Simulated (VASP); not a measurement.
# Dielectric function of CdS (Hawleyite), part 3 of 3

What does the band structure of CdS (Hawleyite) give for its optical response? The cell is of the zinc-blende type, one of the forms listed for this formula. The start is a cell from a database of measured crystal structures.

VASP 6.6.1, plane waves and PAW; the level of theory is named at each step.

So far, gap on the k-mesh (eV): step 2 (ground state) 1.15. Also mean electronic dielectric tensor with local fields: step 4 (static response with local fields) 6.26.

## (5) Spectrum at r2SCAN

This step: r2SCAN; plane waves and PAW (Cd, S) (VASP 6.6.1).

The spectrum is made again with r2SCAN.

INCAR

```
SYSTEM = CdS
PREC = Accurate
ENCUT = 400
EDIFF = 1E-07
NELM = 100
ISMEAR = 0
SIGMA = 0.05
LREAL = .FALSE.
ALGO = Normal
METAGGA = R2SCAN
LASPH = .TRUE.
NBANDS = 32
LWAVE = .FALSE.
LCHARG = .FALSE.
KPAR = 4
LOPTICS = .TRUE.
NEDOS = 2000
CSHIFT = 0.1
```

POSCAR

```
CdS
1.0
    0.0000000000      2.9165000000      2.9165000000
    2.9165000000      0.0000000000      2.9165000000
    2.9165000000      2.9165000000      0.0000000000
Cd S
1 1
Direct
    0.0000000000      0.0000000000      0.0000000000
    0.7500000000      0.7500000000      0.7500000000
```

KPOINTS

```
Automatic mesh
0
Gamma
10 10 10
0 0 0
```

The projector-augmented-wave data sets are Cd and S (PBE family, release 64).

On the command line:

```bash
$ mpirun -np 4 vasp_std
```

What it wrote:

```text
[banner, memory and clock lines left out]
running    4 mpi-ranks, on    1 nodes
 distrk:  each k-point on    1 cores,    4 groups
 distr:  one band on    1 cores,    1 groups

 POSCAR found type information on POSCAR CdS
 POSCAR found :  2 types and       2 ions
|                                                                             |
|               ----> ADVICE to this user running VASP <----                  |
|                                                                             |
|     You enforced a specific xc type in the INCAR file but a different       |
|     [... a line on the potential file left out ...]
|     I HOPE YOU KNOW WHAT YOU ARE DOING!                                     |
|                                                                             |

 LDA part: xc-table for (None), standard interpolation
 POSCAR, INCAR and KPOINTS ok, starting setup
 FFT: planning ... GRIDC
 FFT: planning ... GRID_SOFT
 FFT: planning ... GRID
 WAVECAR not read
 entering main loop
       N       E                     dE             d eps       ncg     rms          rms(c)
DAV:   1     0.921375095325E+02    0.92138E+02   -0.68509E+03  3168   0.425E+02
DAV:   2    -0.294056458773E+02   -0.12154E+03   -0.10767E+03  3584   0.148E+02
DAV:   3    -0.348418604133E+02   -0.54362E+01   -0.53977E+01  3720   0.343E+01
DAV:   4    -0.348629884492E+02   -0.21128E-01   -0.21126E-01  3376   0.220E+00
DAV:   5    -0.348631039182E+02   -0.11547E-03   -0.11547E-03  3712   0.146E-01    0.784E+00
DAV:   6    -0.296963256502E+02    0.51668E+01   -0.15465E+00  3472   0.131E+01    0.881E+00
DAV:   7    -0.296624209967E+02    0.33905E-01   -0.22998E-01  3448   0.256E+00    0.554E+00
DAV:   8    -0.296728561197E+02   -0.10435E-01   -0.35736E-02  3544   0.124E+00    0.129E+00
DAV:   9    -0.296764835864E+02   -0.36275E-02   -0.30319E-03  3336   0.281E-01    0.192E-01
DAV:  10    -0.296767614314E+02   -0.27785E-03   -0.83989E-04  3480   0.185E-01    0.133E-01
DAV:  11    -0.296767339489E+02    0.27483E-04   -0.65071E-05  3552   0.659E-02    0.784E-02
DAV:  12    -0.296767416968E+02   -0.77479E-05   -0.22800E-05  3488   0.310E-02    0.184E-02
DAV:  13    -0.296767416623E+02    0.34494E-07   -0.17630E-06  3592   0.702E-03    0.376E-03
DAV:  14    -0.296767415745E+02    0.87825E-07   -0.64997E-08  3448   0.118E-03
   1 F= -.29676742E+02 E0= -.29676742E+02  d E =-.644684E-12
 optical routines
 imaginary and real dielectric function
 direction            1
 direction            2
 direction            3
```

It took 53 s on 4 MPI ranks of Intel Xeon Platinum 8259CL at 2.50GHz (Skylake/Cascade Lake), shared host; peak memory 0.84 GiB; 3.4 min of CPU time.

OUTCAR, selected parts (step 5):

```text
   NELECT =      18.0000    total number of electrons

 E-fermi :   1.2671

 k-point     1 :       0.0000    0.0000    0.0000
  band No.  band energies     occupation
    ...
      5      -6.3990      2.00000
      6      -6.3990      2.00000
      7       1.0509      2.00000
      8       1.0509      2.00000
      9       1.0509      2.00000
     10       2.6420      0.00000
     11       8.1237      0.00000
     12       8.1237      0.00000
     13       8.1237      0.00000
     14      13.0139      0.00000
    ...

  Total        0.4289565      0.4289565      0.4289565     -0.0000000     -0.0000000     -0.0000000
  in kB       13.8518545     13.8518545     13.8518545     -0.0000000     -0.0000000     -0.0000000
  external PRESSURE =      13.8518545 kB  Pullay stress =       0.0000000 kB

 POSITION                                       TOTAL-FORCE (eV/Angst)
 -----------------------------------------------------------------------------------
      0.00000      0.00000      0.00000         0.000000      0.000000      0.000000
      4.37475      4.37475      4.37475        -0.000000     -0.000000     -0.000000
 -----------------------------------------------------------------------------------
    total drift:                                0.000002      0.000002      0.000002

  FREE ENERGIE OF THE ION-ELECTRON SYSTEM (eV)
  ---------------------------------------------------
  free  energy   TOTEN  =       -29.6767415745 eV

  energy  without entropy=      -29.6767415745  energy(sigma->0) =      -29.67674157

 plasma frequency squared (from intraband transitions) (eV^2)
  --------------------------------------------------------------------------------------
       0.000       0.000       0.000
       0.000       0.000       0.000
       0.000       0.000       0.000

[... 8 parts as in an earlier step ...]

[... 8 further parts left out ...]
```

The PAW data sets were made with PBE, which is usual practice but a small mismatch for other functionals.

This step gave:

* free energy (TOTEN): -29.68 eV
* Fermi energy: 1.267 eV
* pressure: 1.385 GPa
* gap on the k-mesh: 1.591 eV
* least direct gap on the k-mesh: 1.591 eV

The imaginary dielectric function, xx has structure finer than the step of the table below, so its rows give means over 0.5 eV, whole bins alone (the curve runs from 0 to 25.0 eV). Peaks (eV: height): 4.32: 5.43, 4.75: 5.78, 6.49: 9.68, 7.99: 8.25.

Absorption under the direct gap is the tail of the CSHIFT broadening, and fine structure depends on the mesh. The imaginary dielectric function, xx by photon energy; means over each step:

```tsv
photon energy (eV)	imaginary dielectric function, xx
0.5	0.0254
1.0	0.0761
1.5	0.529
2.0	0.789
2.5	1.35
3.0	1.51
3.5	2.27
4.0	2.92
4.5	4.50
5.0	4.24
5.5	5.02
6.0	6.80
6.5	8.21
7.0	6.34
7.5	6.57
8.0	7.46
8.5	5.42
9.0	4.06
9.5	2.51
10.0	2.17
10.5	1.67
11.0	1.58
11.5	1.67
12.0	1.62
12.5	1.34
13.0	1.20
13.5	0.978
14.0	0.820
14.5	0.870
15.0	1.07
15.5	0.820
16.0	0.697
16.5	0.611
17.0	0.589
17.5	0.545
18.0	0.571
18.5	0.510
19.0	0.383
19.5	0.353
20.0	0.417
20.5	0.525
21.0	0.523
21.5	0.447
22.0	0.377
22.5	0.295
23.0	0.320
23.5	0.293
24.0	0.337
24.5	0.227
```

Table of real dielectric function, xx by photon energy:

```tsv
photon energy (eV)	real dielectric function, xx
0	5.60
1	5.88
2	6.68
3	6.36
4	6.96
5	5.16
6	6.21
7	1.69
8	0.404
9	-2.32
10	-1.33
11	-0.616
12	-0.150
13	-0.253
14	-0.0622
15	0.0594
16	-0.0169
17	0.155
18	0.300
19	0.281
20	0.523
21	0.413
22	0.342
23	0.457
24	0.489
```

## (6) Spectrum at LDA

This step: LDA; plane waves and PAW (Cd, S) (VASP 6.6.1).

The spectrum is made again with LDA.

Changes to INCAR since step 5:

```diff
@@ -9,4 +9,3 @@
 ALGO = Normal
-METAGGA = R2SCAN
-LASPH = .TRUE.
+GGA = CA
 NBANDS = 32
```

POSCAR is that of step 5.

KPOINTS is that of step 5.

On the command line:

```bash
$ mpirun -np 4 vasp_std
```

What it wrote:

```text
[banner, memory and clock lines left out]
running    4 mpi-ranks, on    1 nodes
 distrk:  each k-point on    1 cores,    4 groups
 distr:  one band on    1 cores,    1 groups

 POSCAR found type information on POSCAR CdS
 POSCAR found :  2 types and       2 ions
 [... a notice as in an earlier step ...]

 LDA part: xc-table for (Slater(with rela. corr.)+CA(PZ))
 , standard interpolation
 POSCAR, INCAR and KPOINTS ok, starting setup
 FFT: planning ... GRIDC
 FFT: planning ... GRID_SOFT
 FFT: planning ... GRID
 WAVECAR not read
 entering main loop
       N       E                     dE             d eps       ncg     rms          rms(c)
DAV:   1     0.116387322260E+03    0.11639E+03   -0.67407E+03  3168   0.417E+02
DAV:   2    -0.269641733322E+01   -0.11908E+03   -0.10527E+03  3584   0.145E+02
DAV:   3    -0.796327111544E+01   -0.52669E+01   -0.52284E+01  3728   0.332E+01
DAV:   4    -0.798346874138E+01   -0.20198E-01   -0.20196E-01  3360   0.213E+00
DAV:   5    -0.798357040713E+01   -0.10167E-03   -0.10167E-03  3728   0.136E-01    0.724E+00
DAV:   6    -0.747145202849E+01    0.51212E+00   -0.29400E-01  3824   0.687E+00    0.584E+00
DAV:   7    -0.744892762855E+01    0.22524E-01   -0.73603E-02  3600   0.112E+00    0.300E+00
DAV:   8    -0.744367538766E+01    0.52522E-02   -0.10127E-02  3456   0.675E-01    0.172E-01
DAV:   9    -0.744348523227E+01    0.19016E-03   -0.50443E-04  3736   0.228E-01    0.626E-02
DAV:  10    -0.744348427402E+01    0.95825E-06   -0.55934E-05  3496   0.431E-02    0.469E-02
DAV:  11    -0.744348933955E+01   -0.50655E-05   -0.11606E-05  3560   0.154E-02    0.105E-02
DAV:  12    -0.744348922189E+01    0.11765E-06   -0.29276E-07  3520   0.458E-03    0.523E-03
DAV:  13    -0.744348927478E+01   -0.52890E-07   -0.88466E-08  3528   0.119E-03
   1 F= -.74434893E+01 E0= -.74434893E+01  d E =-.179528E-11
 optical routines
 imaginary and real dielectric function
 recalculating local potential from charge density
 direction            1
 direction            2
 direction            3
```

Run time: 13 s. Hardware: 4 MPI ranks; peak memory 0.78 GiB.

Parts of OUTCAR (step 6):

```text
   NELECT =      18.0000    total number of electrons

 E-fermi :   1.2669

 k-point     1 :       0.0000    0.0000    0.0000
  band No.  band energies     occupation
    ...
      5      -6.2134      2.00000
      6      -6.2134      2.00000
      7       1.0567      2.00000
      8       1.0567      2.00000
      9       1.0567      2.00000
     10       1.9416      0.00000
     11       7.4261      0.00000
     12       7.4261      0.00000
     13       7.4261      0.00000
     14      12.1234      0.00000
    ...

  Total       -0.6810980     -0.6810980     -0.6810980      0.0000000      0.0000000      0.0000000
  in kB      -21.9940023    -21.9940023    -21.9940023      0.0000000      0.0000000      0.0000000
  external PRESSURE =     -21.9940023 kB  Pullay stress =       0.0000000 kB

 POSITION                                       TOTAL-FORCE (eV/Angst)
 -----------------------------------------------------------------------------------
      0.00000      0.00000      0.00000        -0.000000      0.000000     -0.000000
      4.37475      4.37475      4.37475         0.000000     -0.000000      0.000000
 -----------------------------------------------------------------------------------
    total drift:                               -0.000000     -0.000000      0.000000

  FREE ENERGIE OF THE ION-ELECTRON SYSTEM (eV)
  ---------------------------------------------------
  free  energy   TOTEN  =        -7.4434892748 eV

  energy  without entropy=       -7.4434892748  energy(sigma->0) =       -7.44348927

[... 9 parts as in an earlier step ...]

[... 8 further parts left out ...]
```

The PAW data sets were made with PBE, though LDA sets exist; this is a small mismatch.

This step gave:

| Item | Value |
| --- | --- |
| free energy (TOTEN) | -7.443 eV |
| pressure | -2.199 GPa |
| gap on the k-mesh | 0.8849 eV |
| least direct gap on the k-mesh | 0.8849 eV |

The imaginary dielectric function, xx has structure finer than the step of the table below, so its rows give means over 1 eV, whole bins alone (the curve runs from 0 to 25.0 eV). Peaks (eV: height): 0.9: 2.58, 1.7: 3.39, 3.7: 6.58, 4.0: 6.50, 5.9: 10.0, 7.4: 8.67.

Absorption under the direct gap is the tail of the CSHIFT broadening, and fine structure depends on the mesh. Table of imaginary dielectric function, xx by photon energy; means over each step:

photon energy (eV), imaginary dielectric function, xx and a bar:
```
        1        1.0 ###
        2        2.0 ######
        3        3.1 ##########
        4        5.2 ##################
        5        5.7 ####################
        6        8.2 ##############################
        7        7.2 ##########################
        8        5.5 ####################
        9        2.5 ########
       10        1.7 #####
       11        1.7 #####
       12        1.3 ####
       13        0.9 ##
       14        1.0 ###
       15        0.7 ##
       16        0.6 #
       17        0.6 #
       18        0.4 #
       19        0.4 
       20        0.6 #
       21        0.4 
       22        0.3 
       23        0.3 
       24        0.3
```

Real dielectric function, xx against photon energy:

```tsv
photon energy (eV)	real dielectric function, xx
0.0	7.39
0.5	7.77
1.0	6.19
1.5	8.49
2.0	7.03
2.5	7.83
3.0	7.42
3.5	8.64
4.0	7.22
4.5	4.83
5.0	6.32
5.5	5.98
6.0	1.88
6.5	1.12
7.0	1.05
7.5	-1.49
8.0	-2.45
8.5	-3.07
9.0	-1.70
9.5	-1.44
10.0	-0.885
10.5	-0.719
11.0	-0.538
11.5	-0.756
12.0	-0.651
12.5	-0.502
13.0	-0.377
13.5	-0.0265
14.0	0.127
14.5	-0.227
15.0	-0.100
15.5	0.0664
16.0	0.0479
16.5	0.236
17.0	0.150
17.5	0.170
18.0	0.262
18.5	0.338
19.0	0.515
19.5	0.546
20.0	0.468
20.5	0.371
21.0	0.315
21.5	0.433
22.0	0.418
22.5	0.509
23.0	0.476
23.5	0.489
24.0	0.592
24.5	0.509
```

## (7) What came out

| Property | Result |
| --- | --- |
| PBE, independent particles | eps xx at zero frequency 6.52, centre of weight of eps2 xx, over the range kept, at 7.95 eV, mesh 10×10×10 |
| r2SCAN, independent particles | eps xx at zero frequency 5.60, centre of weight of eps2 xx, over the range kept, at 8.54 eV, mesh 10×10×10 |
| LDA, independent particles | eps xx at zero frequency 7.39, centre of weight of eps2 xx, over the range kept, at 7.67 eV, mesh 10×10×10 (not shown to be converged at so small a direct gap) |
| PBE, with local fields | eps 6.26, 6.26, 6.26 |

What this shows: Local fields, and the bands above those summed, take the mean static value from 6.52 to 6.26. Excitons and quasiparticle shifts are absent, so the onset can't be set against measurement and its shape can differ. Spin-orbit coupling is left out; with Cd in the cell it can split or shift band edges, by an amount that depends on which atoms form them and isn't tested here.

[Lines on the potential files, build, host, timing and source positions are cut from VASP's logs without a mark.]

[Logs are printed without paths, hosts, clocks, repeated set-up lines and the standing remarks that a program may print on its own settings, such as how far it seeks lower states.]

[Hosts, paths, dates, database ids (printed as entryN), source tags and the programs' standing remarks are cut or masked in the printed files.]
